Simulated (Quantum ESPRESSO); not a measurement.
A run of Quantum ESPRESSO 7.5:

run.py

```python
import numpy as np
from ase.calculators.espresso import Espresso, EspressoProfile
from ase.io import read

atoms = read('V.xyz')
atoms.set_initial_magnetic_moments([2.0])

input_data = {
    'control': {'calculation': 'scf', 'prefix': 'pwscf', 'outdir': './tmp', 'tprnfor': True, 'tstress': True, 'disk_io': 'nowf'},
    'system': {'ecutwfc': 55.0, 'ecutrho': 440.0, 'nbnd': 15, 'occupations': 'smearing', 'smearing': 'fd', 'degauss': 0.00367493, 'nspin': 2},
    'electrons': {'conv_thr': 2e-10, 'electron_maxstep': 120, 'mixing_beta': 0.3},
}
pseudopotentials = {'V': 'v_pbe_v1.4.uspp.F.UPF'}
profile = EspressoProfile(command='pw.x', pseudo_dir='pseudo')
dft = Espresso(profile=profile, input_data=input_data, pseudopotentials=pseudopotentials, kpts=(12, 12, 12), koffset=(0, 0, 0))
atoms.calc = dft

print(f'energy {atoms.get_potential_energy():.8f} eV')
print('forces (eV/A)')
print(np.round(atoms.get_forces(), 6))
print('stress (eV/A^3, Voigt)')
print(np.round(atoms.get_stress(), 8))
print(f'Fermi level {dft.get_fermi_level():.4f} eV')
```

The input V.xyz:

```xyz
1
Lattice="-1.5143500000 1.5143500000 1.5143500000 1.5143500000 -1.5143500000 1.5143500000 1.5143500000 1.5143500000 -1.5143500000" Properties=species:S:1:pos:R:3 pbc="T T T"
V      0.0000000000      0.0000000000      0.0000000000
```

Potentials or basis: SSSP 1.3 efficiency PBE.

Run with:

```console
$ OMP_NUM_THREADS=1 python run.py
```

Hardware: 1 thread of Intel(R) Xeon(R) Platinum 8259CL CPU @ 2.50GHz (Skylake/Cascade Lake), on a shared host.

Task: How long does it take, and how much memory?

Result: Run time: 42 s on 1 thread of Intel(R) Xeon(R) Platinum 8259CL CPU @ 2.50GHz (Skylake/Cascade Lake), on a shared host, peak memory 0.12 GiB. Counts: scf iterations 14, bands 15, k points 72, g dense 14627.
